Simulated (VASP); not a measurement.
A run of VASP 6.6.1 is set up as follows.

INCAR

```
SYSTEM = TiN
PREC = Accurate
ENCUT = 520
EDIFF = 1E-6
ISMEAR = 0
SIGMA = 0.1
LREAL = .FALSE.
LASPH = .TRUE.
NELM = 80
ALGO = Normal
ISIF = 2
LWAVE = .FALSE.
LCHARG = .FALSE.
GGA = PS
```

File KPOINTS:

```
regular mesh
0
G
  18 18 18
  0 0 0
```

Contents of POSCAR:

```
TiN
1.0
    0.0000000000      2.1206234500      2.1206234500
    2.1206234500      0.0000000000      2.1206234500
    2.1206234500      2.1206234500      0.0000000000
Ti N
1 1
Direct
    0.0000000000      0.0000000000      0.0000000000
    0.5000000000      0.5000000000      0.5000000000
```

Potentials or basis: VASP PAW PBE potentials, release 64 (Ti_sv, N).

The run is started by

```bash
$ cat potpaw_PBE.64/Ti_sv/POTCAR potpaw_PBE.64/N/POTCAR > POTCAR
$ mpirun -np 1 vasp_std > vasp.out
```

Question: Estimate the pressure.

Answer: -7.1 GPa.

Question: Estimate the band gap on the k mesh.

Answer: None (metal or under the smearing width).

Caveat: the PAW data sets were made with another functional, which shifts forces and pressure a little.
